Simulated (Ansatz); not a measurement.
# Mo/MgO/TiC: current against voltage, part 2 of 5

Aim: the current through Mo/MgO/TiC at finite bias, with the potential solved under that bias. The lower electrode is Mo bcc(001), the upper one TiC rock salt(001); the barrier is MgO rock salt(001) (non-polar). In the first transport cell, after relaxation, the nearest pair of electrode and barrier is Mo–O at 2.23 Å, along the normal, at the lower face and C–Mg at 2.26 Å, along the normal, at the upper one. All share a net of side 3.005 Å, which strains the lower electrode by -4.6 %, the upper one by -1.8 % and the barrier by +0.0 %, against typed lattice constants near PBE's. The first steps treat the bulk electrodes alone.

Ansatz 0.2.0; PBE DFT, plane waves, PAW files (the session's first sound run).

So far: The starting structure; The strained electrode, 2 atoms, electrode Mo bcc(001).

## (3) The strained electrode, 4 atoms, electrode TiC rock salt(001)

System of this step: TiC. Symmetry: I4/mmm, No. 139, tetragonal system. The conventional cell has a = 3.005 Å, b = 3.005 Å, c = 4.386 Å, α = 90.00°, β = 90.00°, γ = 90.00°. Nearest to C lie 6 Ti at 2.12 to 2.19 Å. Nearest to Ti lie 6 C at 2.12 to 2.19 Å. Farther neighbours are not listed.

The electrode is held to the junction's net and relaxed along the normal; its spacing is used for the ideal lead layers.

Contents of input.yaml:

```yaml
crystal:
  lattice:
    - [3.005, 0.0, 0.0]
    - [0.0, 3.005, 0.0]
    - [0.0, 0.0, 4.3862017715]
  atoms:
    - { symbol: C, position: [0.0, 0.0, 0.0] }
    - { symbol: Ti, position: [0.5, 0.5, 0.0] }
    - { symbol: C, position: [0.5, 0.5, 0.5] }
    - { symbol: Ti, position: [0.0, 0.0, 0.5] }
kpoints:
  mp_grid: { grid: [12, 12, 7] }
scf:
  occupations: { method: fermi_dirac, width: 0.1 }
  max_iter: 150
hamiltonian:
  xc: pbe
relax:
  f_tol: 0.01
  max_steps: 40
  cell: { fix: [a, b, angles] }
```

On the command line:

```
$ ansatz run input.yaml --threads 8 --pin off --max-ram 20480MiB --backend cpu --events-out ev --progress --plain --runs-dir out
```

Numbers of over 12 decimals in the logs are rounded to 6 here.

Log:

```text
[...]
Crystal: 4 atoms, lattice volume = 39.608 Å³
Basis set: ecut = 420 eV, 767 PW (Γ), exchange–correlation on 48×48×60 points (8 copies of the dense FFT grid, shifted against one another)
Bands: 20, of which v1, the nominal top of the filled ones, is band 16 counted from 1 (15 counted from 0)
Symmetry: 32 space group operations
[...]
k-points: 112 of 1008
[...]
SCF iter   1: F=—  HF=-5504.497871 eV  |F-HF|=—  |Δ(HF+E_count)|=         —  Δρ=3.89e-3  dr2=4.56e-3  ethr=1.77e-3  ⟨swp⟩=4.6  Hψ=8518  notcnv=0
[...]
SCF iter   6: F=-5504.497048 eV  HF=-5504.497048 eV  |F-HF|=7.92e-10  |Δ(HF+E_count)|=   2.91e-8  Δρ=2.15e-6  dr2=6.54e-10  ethr=1.40e-10  ⟨swp⟩=2.0  Hψ=6978  notcnv=0
SCF 1 converged in 6 iterations: F = -5504.497048 eV  dr2 = 6.54e-10
[...]
relax step   1: F+E_penalty+E_count = -5504.49704755 eV  Δ(F+E_penalty+E_count) = +0.000e0 eV  max|allowed force component| = 4.970e-29 eV/Å  Δτ_max = 0.0000 Å  P = +7.532 GPa  Ω = 39.608 Å³  fix = [a, b, alpha, beta, gamma]  reactions: a +11.993, b +11.993 GPa  (6 SCF iters, dr2 threshold 1.00e-7 eV, accepted)
Crystal: 4 atoms, lattice volume = 39.537 Å³
[...]
SCF iter   6: F=-5504.497593 eV  HF=-5504.497593 eV  |F-HF|=1.82e-11  |Δ(HF+E_count)|=  5.37e-10  Δρ=3.91e-7  dr2=3.03e-11  ethr=1.06e-11  ⟨swp⟩=1.1  Hψ=6025  notcnv=0
SCF 2 converged in 6 iterations: F = -5504.497593 eV  dr2 = 3.03e-11
relax step   2: F+E_penalty+E_count = -5504.49759301 eV  Δ(F+E_penalty+E_count) = -5.455e-4 eV  max|allowed force component| = 2.342e-29 eV/Å  Δτ_max = 0.0000 Å  P = +7.981 GPa  Ω = 39.537 Å³  energy of the carried Pulay correction = +1.217e-4 eV  fix = [a, b, alpha, beta, gamma]  reactions: a +12.235, b +12.235 GPa  (6 SCF iters, dr2 threshold 4.00e-7 eV, accepted)
Crystal: 4 atoms, lattice volume = 39.494 Å³
[...]
SCF iter   6: F=-5504.497737 eV  HF=-5504.497737 eV  |F-HF|=9.09e-12  |Δ(HF+E_count)|=  2.06e-10  Δρ=2.40e-7  dr2=1.13e-11  ethr=3.97e-12  ⟨swp⟩=1.0  Hψ=6016  notcnv=0
SCF 3 converged in 6 iterations: F = -5504.497737 eV  dr2 = 1.13e-11
relax step   3: F+E_penalty+E_count = -5504.49773692 eV  Δ(F+E_penalty+E_count) = -1.439e-4 eV  max|allowed force component| = 4.260e-29 eV/Å  Δτ_max = 0.0000 Å  P = +8.258 GPa  Ω = 39.494 Å³  energy of the carried Pulay correction = +1.959e-4 eV  fix = [a, b, alpha, beta, gamma]  reactions: a +12.383, b +12.383 GPa  (6 SCF iters, dr2 threshold 4.00e-7 eV, accepted)
[...]
SCF iter   9: F=-5504.497526 eV  HF=-5504.497526 eV  |F-HF|=9.09e-13  |Δ(HF+E_count)|=  9.09e-13  Δρ=1.60e-9  dr2=2.16e-16  ethr=1.00e-12  ⟨swp⟩=1.2  Hψ=4972  notcnv=0
SCF 4 converged in 9 iterations: F = -5504.497526 eV  dr2 = 2.16e-16
relax step   4: F+E_penalty+E_count = -5504.49752632 eV  Δ(F+E_penalty+E_count) = +2.106e-4 eV  max|allowed force component| = 1.533e-29 eV/Å  Δτ_max = 0.0000 Å  P = +8.252 GPa  Ω = 39.494 Å³  fix = [a, b, alpha, beta, gamma]  reactions: a +12.379, b +12.379 GPa  stress off target by 1.14e-3 GPa on what of the cell is left free  SCF on the basis re-selected at this cell (its energy is not comparable with the rows above)  (9 SCF iters)
basis re-selected at this cell: Δ(F+E_penalty+E_count) = +2.106e-4 eV, ΔP = -0.006 GPa vs the last step (what re-selecting the basis moved, of the pressure what is left beyond the Pulay correction that the steps carried, after the strain that the cell walked since its last selection, with what the two solves' SCF thresholds leave and, on support functions, any second-order correction that the steps lacked; it is no m [...]
SCF converged after 9 iterations
Free energy (F): -5504.497526 eV
[...]
Internal energy: -5504.479757 eV  (E = F + TS)
E sigma→0 (E₀):  -5504.488642 eV
Entropy (-TS):   -0.017769 eV (-4.442 meV/atom)
Fermi energy:    15.201183 eV
[...]
--- Stress (GPa, compression-positive) ---
       12.378705       0.000000      -0.000000
        0.000000      12.378705      -0.000000
       -0.000000      -0.000000      -0.001140
  P = ⅓ Tr σ = 8.2521 GPa (82.521 kbar)
--- Relaxed structure (3 steps of the walk, 3 accepted, 1 SCFs on fresh bases) ---
[...]
cell:  # Å, volume = 39.4937 Å³
    - [3.005, 0, 0]
    - [0, 3.005, 0]
    - [0, 0, 4.373603]
  atoms:
    - { symbol: C, position: [0, 0, 0] }
    - { symbol: Ti, position: [0.500000, 0.500000, 0] }
    - { symbol: C, position: [0.500000, 0.500000, 0.5] }
    - { symbol: Ti, position: [0, 0, 0.5] }
```

Elapsed: 3.5 s, on 8 threads of Arm Neoverse V2, shared host; peak memory 0.58 GiB; 19 s of CPU time.

Relaxation path:

```
step  energy less that of the first step (eV)  largest force component (eV/Å)  pressure (GPa)  volume (Å³)
   1                                   0.0000                          0.0000            7.53        39.61
   2                                  -0.0005                          0.0000            7.98        39.54
   3                                  -0.0007                          0.0000            8.26        39.49
  4*                                  -0.0005                          0.0000            8.25        39.49
```

Relaxation steps marked * repeat the geometry before them on a plane-wave basis chosen anew for their cell, so energy and pressure can jump there.

The run keeps the 32 symmetry operations that it works with, so distortions that break them were not tested.

```
conventional cell, symmetrised  before  after  change
                         a (Å)   3.005  3.005  +0.0 %
                         b (Å)   3.005  3.005  +0.0 %
                         c (Å)   4.386  4.374  -0.3 %
              volume (Å³/atom)    9.90   9.87  -0.3 %
```

Final coordinates:

```xyz
4
Lattice="3.0050 0.0000 0.0000 0.0000 3.0050 0.0000 0.0000 0.0000 4.3736" Properties=species:S:1:pos:R:3 pbc="T T T"
C     0.0000    0.0000    0.0000
Ti    1.5025    1.5025    0.0000
C     1.5025    1.5025    2.1868
Ti    0.0000    0.0000    2.1868
```

This step gave:

```
free energy  : -5504.4975 eV
Fermi energy : 15.20 eV
pressure     : 8.252 GPa
```

The cell shrank by 0.3 % in volume.

## (4) Relaxation

System of this step: Mo/MgO/TiC. The cell holds 20 atoms: 4 Mo, 4 O, 4 Mg, 4 C and 4 Ti. Its edges and angles: a = 3.005 Å, b = 3.005 Å, c = 38.392 Å, α = 90.0°, β = 90.0°, γ = 90.0°. Vacuum lies along c.

The starting distances are typed guesses, too rough for a quantity that is exponential in distance. A short slab in vacuum serves: only the barrier and the layers next to it are taken over, and later cells can add or drop layers in the barrier's middle. The dipole correction removes the field that unlike faces would set up across the vacuum.

Contents of input.yaml:

```yaml
crystal:
  lattice:
    - [3.005, 0.0, 0.0]
    - [0.0, 3.005, 0.0]
    - [0.0, 0.0, 38.3918553146]
  atoms:
    - { symbol: Mo, position: [0.5, 0.5, 0.2083775305] }
    - { symbol: Mo, position: [0.0, 0.0, 0.2507237517] }
    - { symbol: Mo, position: [0.5, 0.5, 0.293069973] }
    - { symbol: Mo, position: [0.0, 0.0, 0.3354161943] }
    - { symbol: O, position: [0.0, 0.0, 0.3940223747] }
    - { symbol: Mg, position: [0.5, 0.5, 0.3940223747] }
    - { symbol: O, position: [0.5, 0.5, 0.449375284] }
    - { symbol: Mg, position: [0.0, 0.0, 0.449375284] }
    - { symbol: O, position: [0.0, 0.0, 0.5047281933] }
    - { symbol: Mg, position: [0.5, 0.5, 0.5047281933] }
    - { symbol: O, position: [0.5, 0.5, 0.5600811026] }
    - { symbol: Mg, position: [0.0, 0.0, 0.5600811026] }
    - { symbol: C, position: [0.0, 0.0, 0.6202501146] }
    - { symbol: Ti, position: [0.5, 0.5, 0.6202501146] }
    - { symbol: C, position: [0.5, 0.5, 0.6773742329] }
    - { symbol: Ti, position: [0.0, 0.0, 0.6773742329] }
    - { symbol: C, position: [0.0, 0.0, 0.7344983512] }
    - { symbol: Ti, position: [0.5, 0.5, 0.7344983512] }
    - { symbol: C, position: [0.5, 0.5, 0.7916224695] }
    - { symbol: Ti, position: [0.0, 0.0, 0.7916224695] }
kpoints:
  mp_grid: { grid: [8, 8, 1] }
scf:
  occupations: { method: fermi_dirac, width: 0.1 }
  max_iter: 150
hamiltonian:
  xc: pbe
efield:
  axis: 3
  dipole_correction: true
relax:
  f_tol: 0.04
  max_steps: 60
output:
  forces: true
```

Log:

```text
[...]
Crystal: 20 atoms, lattice volume = 346.679 Å³
Basis set: ecut = 420 eV, 6625 PW (Γ), exchange–correlation on 48×48×540 points (8 copies of the dense FFT grid, shifted against one another)
Bands: 112, of which v1, the nominal top of the filled ones, is band 92 counted from 1 (91 counted from 0)
Symmetry: 8 space group operations
[...]
k-points: 15 of 64
[...]
SCF iter   1: F=—  HF=-40804.649915 eV  |F-HF|=—  |Δ(HF+E_count)|=         —  Δρ=8.89e-3  dr2=8.66e0  ethr=1.77e-3  p=0.015 e·Å  D=8.06e-3 V/Å  ΔV_dip=-0.31 eV  dr2_dipole=8.56e0  V_vac-E_F(+/−)=4.02/4.32 eV  ⟨swp⟩=7.5  Hψ=7513  notcnv=0
efield: sawtooth ramp at fractional position 0.9500 (placed from the atoms, in the widest stretch of the axis that holds none; the zero of the levels goes with the place), width 0.1000; the density the first Hamiltonian is built on has a dipole p = 0.015 e·Å; the dipole correction subtracts the counter field D = 8.06e-3 V/Å, which shifts the + side's vacuum level by -0.31 eV against the − side's; the planar-averaged density in the ramp window peaks in size at 6.8e-5 e/Å³
[...]
SCF iter   2: F=—  HF=-40804.545757 eV  |F-HF|=—  |Δ(HF+E_count)|=   1.04e-1  Δρ=4.07e-3  dr2=1.86e-1  ethr=1.77e-3  p=-0.000 e·Å  D=-1.81e-4 V/Å  ΔV_dip=0.01 eV  dr2_dipole=8.57e-3  V_vac-E_F(+/−)=3.95/3.95 eV  ⟨swp⟩=2.0  Hψ=2142  notcnv=0  defer=9
[...]
SCF iter   7: F=-40804.539227 eV  HF=-40804.539226 eV  |F-HF|=1.10e-6  |Δ(HF+E_count)|=   1.14e-5  Δρ=4.21e-5  dr2=8.94e-6  ethr=2.17e-8  p=-0.001 e·Å  D=-2.95e-4 V/Å  ΔV_dip=0.01 eV  dr2_dipole=2.99e-7  V_vac-E_F(+/−)=3.98/3.97 eV  ⟨swp⟩=5.0  Hψ=5781  notcnv=0
WARN: efield: at this solve's end the planar-averaged density reaches 1.44e-5 e/Å³ inside the ramp window [0.9240, 0.0760] (bound 1e-5 e/Å³); the window's nearer edge stands 5.08 Å from this solve's nearest atom along the axis. Its work functions, free energy, forces, stress, dipole, levels and responses can be off, and this figure does not tell by how much. A short vacuum, a low `basis.ecutwfc` or `basis.ecutrho_ratio` and negative occupations (`scf.occupations.method`) can put density there. See the manual's quickstart, § The vacuum guard
SCF 1 converged in 7 iterations: F = -40804.539227 eV  dr2 = 8.94e-6
[...]
relax step   1: F+E_penalty+E_count = -40804.53922741 eV  Δ(F+E_penalty+E_count) = +0.000e0 eV  max|allowed force component| = 1.444e0 eV/Å  Δτ_max = 0.0000 Å  (7 SCF iters, dr2 threshold 4.00e-5 eV, accepted)
[...]
SCF iter   1: F=—  HF=-40804.824254 eV  |F-HF|=—  |Δ(HF+E_count)|=         —  Δρ=1.24e-2  dr2=3.32e0  ethr=1.83e-3  p=-0.001 e·Å  D=-2.95e-4 V/Å  ΔV_dip=0.01 eV  dr2_dipole=9.76e-2  V_vac-E_F(+/−)=4.09/4.08 eV  ⟨swp⟩=1.1  Hψ=5531  notcnv=0  defer=10
efield: sawtooth ramp at fractional position 0.9500 (handed on by an earlier solve), width 0.1000; the density the first Hamiltonian is built on has a dipole p = -0.001 e·Å; the dipole correction subtracts the counter field D = -2.95e-4 V/Å, which shifts the + side's vacuum level by +0.01 eV against the − side's; the planar-averaged density in the ramp window peaks in size at 1.2e-5 e/Å³
[...]
SCF iter   2: F=—  HF=-40804.782925 eV  |F-HF|=—  |Δ(HF+E_count)|=   4.13e-2  Δρ=7.56e-3  dr2=6.18e-1  ethr=1.81e-3  p=-0.032 e·Å  D=-1.65e-2 V/Å  ΔV_dip=0.63 eV  dr2_dipole=3.16e-2  V_vac-E_F(+/−)=4.34/3.71 eV  ⟨swp⟩=2.1  Hψ=2103  notcnv=0  defer=10
[...]
SCF iter   7: F=-40804.728808 eV  HF=-40804.728822 eV  |F-HF|=1.34e-5  |Δ(HF+E_count)|=   3.95e-5  Δρ=8.95e-5  dr2=2.82e-5  ethr=5.43e-8  p=-0.025 e·Å  D=-1.33e-2 V/Å  ΔV_dip=0.51 eV  dr2_dipole=6.46e-7  V_vac-E_F(+/−)=4.38/3.87 eV  ⟨swp⟩=3.0  Hψ=6771  notcnv=0
SCF 2 converged in 7 iterations: F = -40804.728808 eV  dr2 = 2.82e-5
[...]
relax step   2: F+E_penalty+E_count = -40804.72880835 eV  Δ(F+E_penalty+E_count) = -1.896e-1 eV  max|allowed force component| = 5.842e-1 eV/Å  Δτ_max = 0.1924 Å  (7 SCF iters, dr2 threshold 1.00e-4 eV, accepted)
SCF iter   1: F=—  HF=-40804.776484 eV  |F-HF|=—  |Δ(HF+E_count)|=         —  Δρ=5.32e-3  dr2=4.00e-1  ethr=2.39e-3  p=-0.025 e·Å  D=-1.33e-2 V/Å  ΔV_dip=0.51 eV  dr2_dipole=2.72e-4  V_vac-E_F(+/−)=4.38/3.87 eV  ⟨swp⟩=3.9  Hψ=2794  notcnv=0  defer=26
[...]
SCF iter   6: F=-40804.756119 eV  HF=-40804.756120 eV  |F-HF|=7.94e-7  |Δ(HF+E_count)|=   9.97e-6  Δρ=3.92e-5  dr2=8.09e-6  ethr=1.16e-8  p=-0.024 e·Å  D=-1.28e-2 V/Å  ΔV_dip=0.49 eV  dr2_dipole=5.07e-7  V_vac-E_F(+/−)=4.39/3.90 eV  ⟨swp⟩=3.4  Hψ=6540  notcnv=0
[...]
SCF 3 converged in 6 iterations: F = -40804.756119 eV  dr2 = 8.09e-6
relax step   3: F+E_penalty+E_count = -40804.75611873 eV  Δ(F+E_penalty+E_count) = -2.731e-2 eV  max|allowed force component| = 2.112e-1 eV/Å  Δτ_max = 0.0713 Å  (6 SCF iters, dr2 threshold 2.13e-5 eV, accepted)
[...]
relax step   4: F+E_penalty+E_count = -40804.76562761 eV  Δ(F+E_penalty+E_count) = -9.509e-3 eV  max|allowed force component| = 1.187e-1 eV/Å  Δτ_max = 0.0262 Å  (6 SCF iters, dr2 threshold 5.82e-6 eV, accepted)
[...]
relax step   5: F+E_penalty+E_count = -40804.76973993 eV  Δ(F+E_penalty+E_count) = -4.112e-3 eV  max|allowed force component| = 1.140e-1 eV/Å  Δτ_max = 0.0244 Å  (6 SCF iters, dr2 threshold 1.84e-6 eV, accepted)
[...]
relax step   6: F+E_penalty+E_count = -40804.77157151 eV  Δ(F+E_penalty+E_count) = -1.832e-3 eV  max|allowed force component| = 5.592e-2 eV/Å  Δτ_max = 0.0186 Å  (6 SCF iters, dr2 threshold 4.11e-6 eV, accepted)
SCF iter   1: F=—  HF=-40804.772313 eV  |F-HF|=—  |Δ(HF+E_count)|=         —  Δρ=3.33e-4  dr2=1.26e-3  ethr=4.15e-5  p=-0.025 e·Å  D=-1.31e-2 V/Å  ΔV_dip=0.50 eV  dr2_dipole=3.47e-5  V_vac-E_F(+/−)=4.40/3.90 eV  ⟨swp⟩=2.0  Hψ=2309  notcnv=0  defer=34
[...]
SCF iter   7: F=-40804.771960 eV  HF=-40804.771960 eV  |F-HF|=3.06e-10  |Δ(HF+E_count)|=   1.48e-9  Δρ=2.49e-6  dr2=2.34e-8  ethr=5.43e-11  p=-0.025 e·Å  D=-1.31e-2 V/Å  ΔV_dip=0.50 eV  dr2_dipole=4.94e-10  V_vac-E_F(+/−)=4.40/3.90 eV  ⟨swp⟩=5.0  Hψ=5719  notcnv=0
SCF 7 converged in 7 iterations: F = -40804.771960 eV  dr2 = 2.34e-8
relax step   7: F+E_penalty+E_count = -40804.77195990 eV  Δ(F+E_penalty+E_count) = -3.884e-4 eV  max|allowed force component| = 1.790e-2 eV/Å  Δτ_max = 0.0051 Å  (7 SCF iters, accepted)
SCF converged after 7 iterations
Free energy (F): -40804.771960 eV
[...]
Internal energy: -40804.573297 eV  (E = F + TS)
E sigma→0 (E₀):  -40804.672628 eV
Entropy (-TS):   -0.198663 eV (-9.933 meV/atom)
Fermi energy:    8.076393 eV
Dipole field:    D = -0.013109 V/Å  (p = -0.025116 e·Å, saw-weighted, corrected)
Work function:   Φ+ = 4.4012 eV   Φ− = 3.8977 eV
Levels:          The Fermi level and band energies are counted from a zero that moves with the ramp; work functions are not
[...]
--- Forces (eV/Å), atoms counted from 1 ---
  atom   1  Mo    -0.00000000     0.00000000     0.00115844
  atom   2  Mo     0.00000000     0.00000000    -0.00163513
  atom   3  Mo     0.00000000     0.00000000     0.00328142
  atom   4  Mo    -0.00000000     0.00000000    -0.00419801
  atom   5  O     -0.00000000     0.00000000    -0.00115973
  atom   6  Mg     0.00000000     0.00000000    -0.00202202
  atom   7  O      0.00000000     0.00000000     0.00701477
  atom   8  Mg    -0.00000000     0.00000000    -0.00058291
  atom   9  O     -0.00000000     0.00000000     0.00109600
  atom  10  Mg    -0.00000000     0.00000000    -0.01790910
  atom  11  O      0.00000000     0.00000000     0.00146820
  atom  12  Mg     0.00000000     0.00000000     0.01349579
  atom  13  C     -0.00000000     0.00000000     0.00670284
  atom  14  Ti    -0.00000000     0.00000000    -0.00673860
  atom  15  C      0.00000000     0.00000000    -0.00276032
  atom  16  Ti    -0.00000000     0.00000000     0.00091954
  atom  17  C      0.00000000     0.00000000     0.00030730
  atom  18  Ti    -0.00000000     0.00000000     0.00059026
  atom  19  C      0.00000000     0.00000000     0.00009191
  atom  20  Ti     0.00000000     0.00000000     0.00072115
  max |Σ_I F_I| component: 1.58e-4 eV/Å
--- Relaxed structure (7 steps of the walk, 7 accepted, 0 SCFs on fresh bases) ---
  F+E_penalty+E_count = -40804.77195990 eV   max|allowed force component| = 1.790e-2 eV/Å
  atoms:
    - { symbol: Mo, position: [0.5, 0.5, 0.211679] }
    - { symbol: Mo, position: [0, 0.0, 0.250788] }
    - { symbol: Mo, position: [0.5, 0.5, 0.295142] }
    - { symbol: Mo, position: [0, 0.0, 0.335085] }
    - { symbol: O, position: [0, 0.0, 0.393249] }
    - { symbol: Mg, position: [0.5, 0.5, 0.393106] }
    - { symbol: O, position: [0.5, 0.5, 0.447909] }
    - { symbol: Mg, position: [0, 0.0, 0.449689] }
    - { symbol: O, position: [0, 0.0, 0.503761] }
    - { symbol: Mg, position: [0.5, 0.5, 0.505252] }
    - { symbol: O, position: [0.5, 0.5, 0.559359] }
    - { symbol: Mg, position: [0, 0.0, 0.561061] }
    - { symbol: C, position: [0, 0.0, 0.619906] }
    - { symbol: Ti, position: [0.5, 0.5, 0.621265] }
    - { symbol: C, position: [0.5, 0.5, 0.677198] }
    - { symbol: Ti, position: [0, 0.0, 0.677390] }
    - { symbol: C, position: [0, 0.0, 0.734386] }
    - { symbol: Ti, position: [0.5, 0.5, 0.733593] }
    - { symbol: C, position: [0.5, 0.5, 0.792493] }
    - { symbol: Ti, position: [0, 0.0, 0.789181] }
```

Wall time 58 s (8 threads); peak memory 2 GiB.

This run has no spin polarisation, although Mo and Ti can carry a moment.

Relaxation path:

```
step  energy less that of the first step (eV)  largest force component (eV/Å)
   1                                   0.0000                          1.4443
   2                                  -0.1896                          0.5842
   3                                  -0.2169                          0.2112
   4                                  -0.2264                          0.1187
   5                                  -0.2305                          0.1140
   6                                  -0.2323                          0.0559
   7                                  -0.2327                          0.0179
```

Forces are held to the 8 operations that the run works with; a distortion that breaks them can't arise in this run.

The atoms that moved most (Å):

```
atom     dx     dy      dz  length
 Mo1  0.000  0.000   0.127   0.127
Ti20  0.000  0.000  -0.094   0.094
 Mo3  0.000  0.000   0.080   0.080
  O7  0.000  0.000  -0.056   0.056
Ti14  0.000  0.000   0.039   0.039
Mg12  0.000  0.000   0.038   0.038
  O9  0.000  0.000  -0.037   0.037
 Mg6  0.000  0.000  -0.035   0.035
```

This step gave:

```
free energy  : -40804.7720 eV
Fermi energy : 8.076 eV
```

The largest force component on a free atom ends at 0.018 eV/Å. At one or more of this run's solves the program warned of density in the dipole ramp over its bound, where dipole, forces and levels can be off.

[end of part 2 of 5]

[Logs are printed without paths, hosts, clocks, repeated set-up lines and the standing remarks that a program may print on its own settings, such as how far it seeks lower states.]

[Hosts, paths, dates, database ids (printed as entryN), source tags and the programs' standing remarks are cut or masked in the printed files.]
